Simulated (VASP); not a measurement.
Runs of VASP 6.6.1 on PtSe. The structure is cubic, space group F-43m (No. 216). Conventional cell: a = 6.075 Å, b = 6.075 Å, c = 6.075 Å, α = 90.00°, β = 90.00°, γ = 90.00°. Pt (site symmetry -43m) has 4 Se at 2.63 Å as nearest neighbours. Se (site symmetry -43m) has 4 Pt at 2.63 Å as nearest neighbours. The cell comes from a database or a generator and needn't be the stable form of this composition.

```tsv
spin	U	fixed moment (μB)	gap on the mesh (eV)	pressure (GPa)	moment (μB)
collinear, ferromagnetic start	Pt d U = 4 eV	-	none	-11.9	(a)
collinear, ferromagnetic start	Pt d U = 2 eV	-	none	-11.3	0.01
collinear, random start	Pt d U = 4 eV	-	none	-11.8	0.65
collinear, zero start	Pt d U = 2 eV	-	none	-11.3	0.00
collinear, random start	Pt d U = 2 eV	-	none	-11.3	0.01
collinear, zero start	Pt d U = 4 eV	-	none	-11.9	0.00
collinear, ferromagnetic start	Pt d U = 2 eV	0	-	-11.3	0.00
non-collinear, random start	Pt d U = 2 eV	-	none	-11.3	0.04
collinear, ferromagnetic start	Pt d U = 4 eV	3	-	-0.7	3.00
```

Alike in all rows: task single point; level PBE+U; potentials or basis VASP PAW PBE potentials, release 64 (Pt, Se); cell as given; k mesh 5 × 5 × 5; cutoff (eV) 520; smearing gaussian 0.05 eV.

Estimate the missing entries.

(a) 0.09.

Caveats: the total moment is fixed, so each spin has its own Fermi level (some runs); the moment is held away from its start (some runs).

A k mesh can miss the band edges, and the runs leave out spin-orbit coupling on Pt, Se.

A gap of «none» marks a metal or a gap under the smearing width.
